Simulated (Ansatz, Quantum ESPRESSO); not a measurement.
# 2H-WS2, 2 layers, AA' stacking: the energy at a withheld member of a series

How the rows were computed: Quantum ESPRESSO 7.5, PBE-D3(BJ), GBRV ultrasoft. Cell and atoms are first relaxed with a D3(BJ) correction; each strained cell is then held and the atoms relax in it. A periodic run with 15 Å of vacuum in the starting cell gives the vacuum levels, and bands follow along a path. The series steps biaxial strain. Energies count from the lowest.

| biaxial strain | energy (eV) |
| --- | --- |
| -4 % | 0.3522 |
| -3 % | 0.1954 |
| -2 % | 0.0865 |
| -1 % | 0.0223 |
| 0 % | 0.0000 |
| 1 % | 0.0174 |
| 3 % | 0.1624 |
| 4 % | 0.2844 |

One more run was made and is withheld. What is the energy at 2 %?

**Worked estimate.** The rows at 1 % and 3 % give a slope of (0.1624 − (0.0174))/(3 − (1)) = 0.0725, so a straight line gives 0.0899 eV. A parabola through these and the row at 0 % gives 0.0715 eV.

**The withheld run.** 0.0723 eV. The line misses by +0.0176 and the parabola by −0.0008 eV. The parabola does better.

**Limits.** Semilocal gaps are too small; the 1×1 cell can't ripple over many cells under compression as a free sheet would. No spin-orbit coupling.
